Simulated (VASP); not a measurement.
# Mg (Pm-3m) in VASP: further runs

The runs below take Mg through single point, with PBEsol.

Program: VASP 6.6.1. These are calculated values, not measurements. Logs are shortened: lines on timing, memory, paths and dates and some standing lists are left out, and cuts for length are marked.

### 1 The structure

It takes space group Pm-3m (No. 221, cubic). Conventional cell: a = 2.996 Å, b = 2.996 Å, c = 2.996 Å, α = 90.00°, β = 90.00°, γ = 90.00°. Mg (site symmetry m-3m) is surrounded by 6 Mg at 3.00 Å.

This isn't the form of Mg at room conditions, which is hcp.

### 2 Single point, PBEsol

The input, INCAR:

```
SYSTEM = Mg
ALGO     = Fast           ! electronic algorithm
EDIFF    = 1E-7           ! SCF threshold, eV
ENCUT    = 520            ! plane-wave cutoff, eV
GGA      = PS             ! functional
ISIF     = 2              ! what is computed and relaxed
ISMEAR   = -1             ! smearing method
LASPH    = .True.         ! aspherical terms in the spheres
LCHARG   = .False.        ! write CHGCAR
LREAL    = .False.        ! projectors in reciprocal space
LWAVE    = .False.        ! write WAVECAR
NBANDS   = 7              ! bands
NELM     = 100            ! most SCF steps
PREC     = Accurate       ! precision mode
SIGMA    = 0.1            ! smearing width, eV
```

The input, KPOINTS:

```
k-points
0
Gamma
  17 17 17
  0 0 0
```

The input, POSCAR:

```
Mg
1.0
    2.9958300373      0.0000000000      0.0000000000
    0.0000000000      2.9958300373      0.0000000000
    0.0000000000      0.0000000000      2.9958300373
Mg
1
Direct
    0.0000000000      0.0000000000      0.0000000000
```

Potentials or basis: VASP PAW PBE potentials, release 64 (Mg).

The run is started by

```
cat potpaw_PBE.64/Mg/POTCAR > POTCAR
mpirun -np 1 vasp_std > vasp.out
```

OUTCAR:

```text
SYSTEM = Mg
   EDIFF = 1E-7
   ENCUT = 520
   GGA = PS
   ISIF = 2
   ISMEAR = -1
   LASPH = .True.
   LREAL = .False.
   NELM = 100
   PREC = Accurate

 ion  position               nearest neighbor table
   1  0.000  0.000  0.000-

  LATTYP: Found a simple cubic cell.
 ALAT       =     2.9958300373

  Lattice vectors:

 A1 = (   2.9958300373,   0.0000000000,   0.0000000000)
 A2 = (   0.0000000000,   2.9958300373,   0.0000000000)
 A3 = (   0.0000000000,   0.0000000000,   2.9958300373)

Analysis of symmetry for initial positions (statically):
=====================================================================
 Subroutine PRICEL returns:
 Original cell was already a primitive cell.

 Routine SETGRP: Setting up the symmetry group for a
 simple cubic supercell.

 Subroutine GETGRP returns: Found 48 space group operations
 (whereof 48 operations were pure point group operations)
 out of a pool of 48 trial point group operations.

The static configuration has the point symmetry O_h .

Analysis of symmetry for dynamics (positions and initial velocities):
=====================================================================
 Subroutine PRICEL returns:
 Original cell was already a primitive cell.

 Routine SETGRP: Setting up the symmetry group for a
 simple cubic supercell.

 Subroutine GETGRP returns: Found 48 space group operations
 (whereof 48 operations were pure point group operations)
 out of a pool of 48 trial point group operations.

The dynamic configuration has the point symmetry O_h .

 Subroutine INISYM returns: Found 48 space group operations
 (whereof 48 operations are pure point group operations),
 and found     1 'primitive' translations

----------------------------------------------------------------------------------------

                                     Primitive cell

  volume of cell :      26.8876

  direct lattice vectors                    reciprocal lattice vectors
     2.995830037  0.000000000  0.000000000     0.333797307  0.000000000  0.000000000
     0.000000000  2.995830037  0.000000000     0.000000000  0.333797307  0.000000000
     0.000000000  0.000000000  2.995830037     0.000000000  0.000000000  0.333797307

  length of vectors
     2.995830037  2.995830037  2.995830037     0.333797307  0.333797307  0.333797307

  position of ions in fractional coordinates (direct lattice)
     0.000000000  0.000000000  0.000000000

  ion indices of the primitive-cell ions
   primitive index   ion index
                 1           1

----------------------------------------------------------------------------------------

 KPOINTS: k-points

Automatic generation of k-mesh.
 Grid dimensions read from file:
 generate k-points for:   17   17   17

 Generating k-lattice:

  Cartesian coordinates                     Fractional coordinates (reciprocal lattice)
     0.019635136  0.000000000  0.000000000     0.058823529  0.000000000  0.000000000
     0.000000000  0.019635136  0.000000000     0.000000000  0.058823529  0.000000000
     0.000000000  0.000000000  0.019635136     0.000000000  0.000000000  0.058823529

  Length of vectors
     0.019635136  0.019635136  0.019635136

  Shift w.r.t. Gamma in fractional coordinates (k-lattice)
     0.000000000  0.000000000  0.000000000

 Subroutine IBZKPT returns following result:
 ===========================================

 Found    165 irreducible k-points:

 Following reciprocal coordinates:
            Coordinates               Weight
  0.000000  0.000000  0.000000      1.000000
  0.058824  0.000000  0.000000      6.000000
  0.117647  0.000000  0.000000      6.000000
  0.176471  0.000000  0.000000      6.000000
  0.235294  0.000000  0.000000      6.000000
  0.294118  0.000000  0.000000      6.000000
[... 16 lines left out ...]
  0.411765  0.117647  0.000000     24.000000
  0.470588  0.117647  0.000000     24.000000
 [... further k-points ...]
   k-points           NKPTS =    165   k-points in BZ     NKDIM =    165   number of bands    NBANDS=      7
   number of dos      NEDOS =    301   number of ions     NIONS =      1
   total plane-waves  NPLWV =  13824
   dimension x,y,z NGX =    24 NGY =   24 NGZ =   24
   dimension x,y,z NGXF=    48 NGYF=   48 NGZF=   48
   ions per type =               1
   NGX,Y,Z   is equivalent  to a cutoff of  13.32, 13.32, 13.32 a.u.
   NGXF,Y,Z  is equivalent  to a cutoff of  26.64, 26.64, 26.64 a.u.
 SYSTEM =  Mg
   PREC   = accura    normal or accurate (medium, high low for compatibility)
   ISTART =      0    job   : 0-new  1-cont  2-samecut
   ICHARG =      2    charge: 1-file 2-atom 10-const
   ISPIN  =      1    spin polarized calculation?
   LNONCOLLINEAR =      F non collinear calculations
   LSORBIT =      F    spin-orbit coupling
   LASPH  =      T    aspherical Exc in radial PAW
   ENCUT  =  520.0 eV  38.22 Ry    6.18 a.u.   5.57  5.57  5.57*2*pi/ulx,y,z
   NELM   =    100;   NELMIN=  2; NELMDL= -5     # of ELM steps
   EDIFF  = 0.1E-06   stopping-criterion for ELM
   LREAL  =      F    real-space projection
   EDIFFG = 0.1E-05   stopping-criterion for IOM
   NSW    =      0    number of steps for IOM
   IBRION =     -1    ionic relax: 0-MD 1-quasi-New 2-CG
   NFREE  =      0    steps in history (QN), initial steepest desc. (CG)
   ISIF   =      2    stress and relaxation
   ISYM   =      2    0-nonsym 1-usesym 2-fastsym
   POTIM  = 0.5000    time-step for ionic-motion
   TEBEG  =    0.0;   TEEND  =   0.0 temperature during run
   PSTRESS=    0.0 pullay stress
   NELECT =       2.0000    total number of electrons
   NUPDOWN=      -1.0000    fix difference up-down
   EMIN   =  10.00;   EMAX   =-10.00  energy-range for DOS
   EFERMI =   0.00;   METHOD = LEGACY
   ISMEAR =    -1;   SIGMA  =   0.10  broadening in eV -4-tet -1-fermi 0-gaus
   EFERMI_NEDOS =   21; number of points for ismear=-14 and -15
   IALGO  =     68    algorithm
   IMIX   =      4    mixing-type and parameters
     AMIX     =   0.40;   BMIX     =  1.00
     AMIX_MAG =   1.60;   BMIX_MAG =  1.00
  volume/ion in A,a.u.               =      26.89       181.45
  Fermi-wavevector in a.u.,A,eV,Ry     =   0.688495  1.301067  6.449513  0.474026
  Thomas-Fermi vector in A             =   1.769312
   LORBIT       =      0    0 simple, 1 ext, 2 COOP (PROOUT), +10 PAW based schemes
   GGA     = PS    functional components
   LHFCALC =     F    Hartree Fock is set to
   AEXX    =    0.0000 exact exchange contribution
   IVDW    =     0    specifies the selected vdW correction
   LEPSILON=     F    determine dielectric tensor
   LRPA    =     F    only Hartree local field effects (RPA)
 non-spin polarized calculation
 RMM-DIIS sequential band-by-band and
  energy-cutoff  :      520.00
  volume of cell :       26.89
 maximum number of plane-waves:       739
 NGX is ok and might be reduce to    24
   NGX = 11   NGY = 11   NGZ = 11

 number of electron       2.0000000 magnetization

 Free energy of the ion-electron system (eV)
  ---------------------------------------------------
  ext. energy  EPLUGINS =         0.00000000
  ---------------------------------------------------
  free energy    TOTEN  =        -1.33402182 eV

  energy without entropy =       -1.31792407  energy(sigma->0) =       -1.32597295

 E-fermi :   1.7420     XC(G=0):  -8.0265

 val. band max:        1.6961783384   @ k =   0.4706   0.2941   0.1176
 cond. band min:       1.8189360267   @ k =   0.4706   0.4118   0.0000
 fundamental gap:      0.1227576883
 Fermi energy:         1.7419847651

 k-point     1 :       0.0000    0.0000    0.0000
  band No.  band energies     occupation
      1      -4.5023      2.00000
      2       9.9528      0.00000
      3       9.9528      0.00000
      4      11.3996      0.00000
      5      11.3996      0.00000
      6      11.3996      0.00000
      7      15.9223      0.00000

 k-point     2 :       0.0588    0.0000    0.0000
  band No.  band energies     occupation
      1      -4.4444      2.00000
      2       9.0515      0.00000
      3      10.0038      0.00000
      4      11.4479      0.00000
      5      11.4479      0.00000
      6      12.1478      0.00000
      7      16.2097      0.00000

 k-point     3 :       0.1176    0.0000    0.0000
  band No.  band energies     occupation
      1      -4.2708      2.00000
      2       7.6504      0.00000
      3      10.1558      0.00000
      4      11.5927      0.00000
      5      11.5927      0.00000
      6      13.0775      0.00000
      7      17.0777      0.00000

 k-point     4 :       0.1765    0.0000    0.0000
  band No.  band energies     occupation
      1      -3.9822      2.00000
      2       6.2220      0.00000
      3      10.4053      0.00000
      4      11.8342      0.00000
      5      11.8342      0.00000
      6      13.7962      0.00000
      7      18.4213      0.00000

 k-point     5 :       0.2353    0.0000    0.0000
  band No.  band energies     occupation
      1      -3.5797      2.00000
      2       4.8370      0.00000
      3      10.7448      0.00000
      4      12.1728      0.00000
      5      12.1728      0.00000
      6      14.4052      0.00000
      7      19.6137      0.00000

 k-point     6 :       0.2941    0.0000    0.0000
  band No.  band energies     occupation
      1      -3.0647      2.00000
      2       3.5217      0.00000
      3      11.1598      0.00000
      4      12.6087      0.00000
      5      12.6087      0.00000
      6      14.9952      0.00000
      7      18.4086      0.00000

 k-point     7 :       0.3529    0.0000    0.0000
  band No.  band energies     occupation
      1      -2.4397      2.00000
      2       2.2899      0.00831
      3      11.6199      0.00000
      4      13.1424      0.00000
      5      13.1424      0.00000
      6      15.5892      0.00000
      7      17.2901      0.00000
[... 121 lines left out ...]
 k-point    20 :       0.2353    0.1176    0.0000
  band No.  band energies     occupation
      1      -3.3498      2.00000
      2       5.0234      0.00000
      3       8.6586      0.00000
      4      12.3651      0.00000
      5      12.6900      0.00000
      6      16.3351      0.00000
      7      17.2383      0.00000

 k-point    21 :       0.2941    0.1176    0.0000
  band No.  band energies     occupation
      1      -2.8358      2.00000
      2       3.7263      0.00000
      3       9.0968      0.00000
      4      12.8003      0.00000
      5      13.0214      0.00000
      6      16.0770      0.00000
      7      16.9168      0.00000

 k-point    22 :       0.3529    0.1176    0.0000
  band No.  band energies     occupation
      1      -2.2118      2.00000
      2       2.5027      0.00099
      3       9.6321      0.00000
      4      13.1721      0.00000
      5      13.3329      0.00000
      6      15.3424      0.00000
      7      17.2747      0.00000

 k-point    23 :       0.4118    0.1176    0.0000
  band No.  band energies     occupation
      1      -1.4815      2.00000
      2       1.3685      1.95338
      3      10.2332      0.00000
      4      12.8361      0.00000
      5      13.9627      0.00000
      6      15.2660      0.00000
      7      16.4457      0.00000

 k-point    24 :       0.4706    0.1176    0.0000
  band No.  band energies     occupation
      1      -0.6609      2.00000
      2       0.3449      2.00000
      3      10.7843      0.00000
      4      12.2825      0.00000
      5      14.6865      0.00000
      6      15.5276      0.00000
      7      15.5816      0.00000

 [... further k-points ...]

------------------------ aborting loop because EDIFF is reached ----------------------------------------

  FORCE on cell =-STRESS in cart. coord.  units (eV):
  Direction    XX          YY          ZZ          XY          YZ          ZX
  --------------------------------------------------------------------------------------
  -------------------------------------------------------------------------------------
  Total        0.0007870      0.0007870      0.0007870     -0.0000000      0.0000000     -0.0000000
  in kB        0.0468968      0.0468968      0.0468968     -0.0000000      0.0000000     -0.0000000
  external PRESSURE =       0.0468968 kB  Pullay stress =       0.0000000 kB

 VOLUME and BASIS-vectors are now :
 -----------------------------------------------------------------------------
  energy-cutoff  :      520.00
  volume of cell :       26.89
      direct lattice vectors                 reciprocal lattice vectors
     2.995830037  0.000000000  0.000000000     0.333797307  0.000000000  0.000000000
     0.000000000  2.995830037  0.000000000     0.000000000  0.333797307  0.000000000
     0.000000000  0.000000000  2.995830037     0.000000000  0.000000000  0.333797307

 POSITION                                       TOTAL-FORCE (eV/Angst)
 -----------------------------------------------------------------------------------
      0.00000      0.00000      0.00000         0.000000      0.000000      0.000000
 -----------------------------------------------------------------------------------
    total drift:                               -0.000000      0.000000      0.000000

  FREE ENERGIE OF THE ION-ELECTRON SYSTEM (eV)
  ---------------------------------------------------
  free  energy   TOTEN  =        -1.3340218172 eV

  energy  without entropy=       -1.3179240739  energy(sigma->0) =       -1.32597295
```

Run time: 14 s. Hardware: 1 thread of Intel Xeon Platinum 8488C (Sapphire Rapids), shared host; peak memory 0.15 GiB.

Results:

```yaml
Free_energy: -1.3340 eV
Pressure: 0.0 GPa
Band_gap_on_the_k_mesh: none (metal or under the smearing width)
```

Levels at points of the mesh, in eV from the Fermi level:
```
           k point  band 1  band 2  band 3  band 4  band 5
(0.00, 0.00, 0.00)   -6.24    8.21    8.21    9.66    9.66
```

Caveat: the PAW data sets were made with another functional, which shifts forces and pressure a little.

### 3 Single point, PBEsol

This run uses another cell than the first one, of 29.04 Å³/atom, 1.080 times its volume.

The input, INCAR:

```
SYSTEM = Mg
ALGO = Normal ; EDIFF = 1E-7
ENCUT = 520 ; GGA = PS
ISIF = 2 ; ISMEAR = -1
LASPH = .TRUE. ; LCHARG = .FALSE.
LREAL = .FALSE. ; LWAVE = .FALSE.
NBANDS = 7 ; NELM = 80
PREC = Accurate ; SIGMA = 0.1
```

The input, KPOINTS:

```
k-points
0
G
  12 12 12
  0 0 0
```

The input, POSCAR:

```
Mg
1.0
    3.0736783825      0.0000000000      0.0000000000
    0.0000000000      3.0736783825      0.0000000000
    0.0000000000      0.0000000000      3.0736783825
Mg
1
Direct
    0.0000000000      0.0000000000      0.0000000000
```

Potentials or basis: VASP PAW PBE potentials, release 64 (Mg).

The run is started by

```
cat potpaw_PBE.64/Mg/POTCAR > POTCAR
mpirun -np 1 vasp_std > vasp.out
```

It took 12 s on 1 thread of Intel Xeon Platinum 8488C (Sapphire Rapids), shared host; peak memory 0.14 GiB.

It converged, with:

```yaml
Free_energy: -1.3224 eV
Pressure: -1.6 GPa
Band_gap_on_the_k_mesh: none (metal or under the smearing width)
```

Levels at points of the mesh, in eV from the Fermi level:
```
           k point  band 1  band 2  band 3  band 4  band 5
(0.00, 0.00, 0.00)   -5.92    7.98    7.98    9.16    9.16
(0.50, 0.00, 0.00)   -2.26   -1.76   10.29   12.34   12.34
(0.50, 0.50, 0.00)    1.33    1.33    1.90    2.77   15.12
(0.50, 0.50, 0.50)    4.37    4.37    4.37    5.67    5.67
```

Caveat: the PAW data sets were made with another functional, which shifts forces and pressure a little.

### 4 Single point, PBEsol

The input, INCAR:

```
SYSTEM = Mg
PREC = Accurate
ENCUT = 520
EDIFF = 1E-6
ISMEAR = -1
SIGMA = 0.1
LREAL = .FALSE.
LASPH = .TRUE.
NELM = 100
ALGO = Normal
ISIF = 2
LWAVE = .FALSE.
LCHARG = .TRUE.
GGA = PS
LELF = .TRUE.
LVHAR = .TRUE.
NBANDS = 7
```

The input, KPOINTS:

```
Automatic mesh
0
G
  11 11 11
  0 0 0
```

The input, POSCAR:

```
Mg
1.0
    2.9958300373      0.0000000000      0.0000000000
    0.0000000000      2.9958300373      0.0000000000
    0.0000000000      0.0000000000      2.9958300373
Mg
1
Direct
    0.0000000000      0.0000000000      0.0000000000
```

Potentials or basis: VASP PAW PBE potentials, release 64 (Mg).

The run is started by

```
cat potpaw_PBE.64/Mg/POTCAR > POTCAR
mpirun -np 1 vasp_std > vasp.out
```

OUTCAR:

```text
SYSTEM = Mg
   PREC = Accurate
   ENCUT = 520
   EDIFF = 1E-6
   ISMEAR = -1
   LREAL = .FALSE.
   LASPH = .TRUE.
   NELM = 100
   ISIF = 2
   GGA = PS

 ion  position               nearest neighbor table
   1  0.000  0.000  0.000-

  LATTYP: Found a simple cubic cell.
 ALAT       =     2.9958300373

  Lattice vectors:

 A1 = (   2.9958300373,   0.0000000000,   0.0000000000)
 A2 = (   0.0000000000,   2.9958300373,   0.0000000000)
 A3 = (   0.0000000000,   0.0000000000,   2.9958300373)

[... 417 lines left out ...]
      6      16.3519      0.00000
      7      16.8961      0.00000

 [... further k-points ...]

------------------------ aborting loop because EDIFF is reached ----------------------------------------

  FORCE on cell =-STRESS in cart. coord.  units (eV):
  Direction    XX          YY          ZZ          XY          YZ          ZX
  --------------------------------------------------------------------------------------
  -------------------------------------------------------------------------------------
  Total       -0.0030915     -0.0030915     -0.0030915     -0.0000000      0.0000000     -0.0000000
  in kB       -0.1842137     -0.1842137     -0.1842137     -0.0000000      0.0000000     -0.0000000
  external PRESSURE =      -0.1842137 kB  Pullay stress =       0.0000000 kB

 VOLUME and BASIS-vectors are now :
 -----------------------------------------------------------------------------
  energy-cutoff  :      520.00
  volume of cell :       26.89
      direct lattice vectors                 reciprocal lattice vectors
     2.995830037  0.000000000  0.000000000     0.333797307  0.000000000  0.000000000
     0.000000000  2.995830037  0.000000000     0.000000000  0.333797307  0.000000000
     0.000000000  0.000000000  2.995830037     0.000000000  0.000000000  0.333797307

 POSITION                                       TOTAL-FORCE (eV/Angst)
 -----------------------------------------------------------------------------------
      0.00000      0.00000      0.00000         0.000000      0.000000      0.000000
 -----------------------------------------------------------------------------------
    total drift:                                0.000000      0.000000      0.000000

  FREE ENERGIE OF THE ION-ELECTRON SYSTEM (eV)
  ---------------------------------------------------
  free  energy   TOTEN  =        -1.3405519205 eV

  energy  without entropy=       -1.3278128666  energy(sigma->0) =       -1.33418239
```

Run time: 6.2 s. Hardware: 1 thread of Intel Xeon Platinum 8488C (Sapphire Rapids), shared host; peak memory 0.14 GiB.

What came out:

```
Free energy            : -1.3406 eV
Pressure               : 0.0 GPa
Band gap on the k mesh : none (metal or under the smearing width)
```

Levels at points of the mesh, in eV from the Fermi level:
```tsv
k point	band 1	band 2	band 3	band 4
(0.00, 0.00, 0.00)	-6.23	8.22	8.22	9.67
```

Caveat: the PAW data sets were made with another functional, which shifts forces and pressure a little.

### 5 The runs side by side

```tsv
cell	k mesh	gap on the mesh (eV)	pressure (GPa)
Pm-3m, 26.89 Å³/atom	17 × 17 × 17	none	0.0
Pm-3m, 29.04 Å³/atom	12 × 12 × 12	none	-1.6
Pm-3m, 26.89 Å³/atom	11 × 11 × 11	none	0.0
```

Alike in all rows: task single point; level PBEsol; potentials or basis VASP PAW PBE potentials, release 64 (Mg); no spin polarisation; cutoff (eV) 520; smearing fermi-dirac 0.1 eV.

Every run on the cell as given and a fine mesh finds a metal.

Caveats: the PAW data sets were made with another functional, which shifts forces and pressure a little.

Total energies depend on the potentials used, so only differences within one code and one set of settings carry meaning.
